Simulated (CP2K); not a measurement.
The system is NbAs.

```
CELL_PARAMETERS angstrom
6.32951 0.00000 0.00000
4.44718 4.50392 0.00000
-5.38835 -2.25196 2.44072
ATOMIC_POSITIONS crystal
Nb 0.50000 0.00000 0.50000
Nb 0.75000 0.75000 0.00000
As 0.91600 0.41600 0.50000
As 0.16600 0.16600 0.00000
```

Base run:

- Program: CP2K 2026.2
- Functional: LDA
- Potentials or basis: POTENTIAL_UZH Nb GTH-PBE-q13, As GTH-PBE-q5; TZVP-MOLOPT-PBE-GTH basis
- Density cutoff: 9184 eV
- k mesh: 11 × 11 × 11
- Occupations: fermi-dirac, width 0.05 eV
- Spin: no spin polarisation

Its results: band gap on the k mesh 0.03 eV, indirect (least direct gap 0.08 eV); pressure -0.1 GPa; largest force 0.312 eV/Å.

Task: The run is repeated on the same cell with these changes: functional from LDA to MS2. What comes out?

Result: Band gap on the k mesh none (metal or under the smearing width); pressure 4.6 GPa; largest force 0.318 eV/Å.

Caveats: the potentials were made for another functional, which shifts forces and pressure; the basis of atomic orbitals isn't converged, which shifts pressures, moduli and gaps; an odd mesh through Γ misses points on the zone boundary, where band edges often lie (some runs).

Not every run made on this cell is shown here.
